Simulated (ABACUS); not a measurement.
# Co under changes of volume

One of the cells (10.640 Å³/atom); the others are scaled copies at fixed shape and fractional positions:

```
CELL_PARAMETERS angstrom
2.47200 0.00000 0.00000
-1.23600 2.14081 0.00000
0.00000 0.00000 4.02114
ATOMIC_POSITIONS crystal
Co 0.66667 0.33333 0.75000
Co 0.33333 0.66667 0.25000
```

| Item | Value |
| --- | --- |
| Program | ABACUS 3.10.1 |
| Functional | PBE |
| Potentials or basis | PseudoDojo NC SR 0.4.1 PBE standard |
| Cutoff | 1361 eV |
| Density cutoff | 5442 eV |
| Basis | TZDP LCAO (the cutoffs set its grid) |
| k mesh | 12 × 12 × 7 |
| Occupations | fermi-dirac, width 0.05 eV |
| Spin | collinear spin, ferromagnetic start |
| Starting moments | [2.0, 2.0] μB |

```tsv
volume (Å³/atom)	energy over the lowest point (meV/atom)	pressure (GPa)	moment (μB per cell)
10.002	59.80	22.4	3.08
10.215	?	?	?
10.427	16.08	11.0	3.20
10.640	5.09	6.0	3.24
10.853	0.00	1.5	3.28
11.066	0.71	-2.5	3.31
11.279	6.36	-6.1	3.34
```

Problem. What does the run at 10.215 Å³/atom give?

Solution. Energy over the lowest point 34.38 meV/atom; pressure 16.4 GPa; moment 3.15 μB per cell.

Worked out: A Birch-Murnaghan fit of order 3 (a polynomial in V^(-2/3)) to the other rows has its minimum at 10.93 Å³/atom with B0 = V·E''(V) = 207 GPa and B' = 4.5 at fixed shape and positions, which overstates the stiffness. It gives 34.08 meV/atom at 10.215 Å³/atom, against the run's 34.38, and -dE/dV = 16.3 GPa, against 16.4. A parabola through the other rows of the moment, of slope 0.268 μB per Å³/atom there, gives 3.14 μB, against the run's 3.15.

Energies are extrapolated to zero smearing.

Caveats: the atomic orbitals were generated for these runs and aren't a published set; the basis of atomic orbitals isn't converged, which shifts pressures, moduli and gaps.
